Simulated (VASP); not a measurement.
Mo, 1 atom in the cell. Symmetry: Im-3m, No. 229, cubic system. Conventional cell: a = 3.163 Å, b = 3.163 Å, c = 3.163 Å, α = 90.00°, β = 90.00°, γ = 90.00°. Around Mo (site symmetry m-3m) lie 8 Mo at 2.74 Å. 

```yaml
Program: VASP 6.6.1
Task: relaxation of cell and atoms
Functional: PBE
Potentials_or_basis: VASP PAW PBE potentials, release 64 (Mo_sv)
Cutoff: 520 eV
k_mesh: 18 × 18 × 18
Occupations: gaussian, width 0.1 eV
Spin: non-collinear spin, zero start, spin-orbit coupling
Starting_moments: "[[0.0, 0.0, 0.0]] μB"
Further_INCAR_settings: ALGO = Normal; EDIFF = 1e-07; IBRION = 2; EDIFFG = -0.002; NSW = 80; ISIF = 3
```

Potentials or basis: VASP PAW PBE potentials, release 64 (Mo_sv).

Run with:

```bash
$ cat potpaw_PBE.64/Mo_sv/POTCAR > POTCAR
$ mpirun -np 4 vasp_ncl > vasp.out
```

Hardware: 4 MPI ranks on Intel(R) Xeon(R) 6975P-C (Granite Rapids), on a shared host.

Question: How long does it take, and how much memory?

Answer: It took 16 s on 4 MPI ranks on Intel(R) Xeon(R) 6975P-C (Granite Rapids) (shared host), peak memory 0.21 GiB a rank. Counts: scf iterations 13, k points 195, ion steps 1.
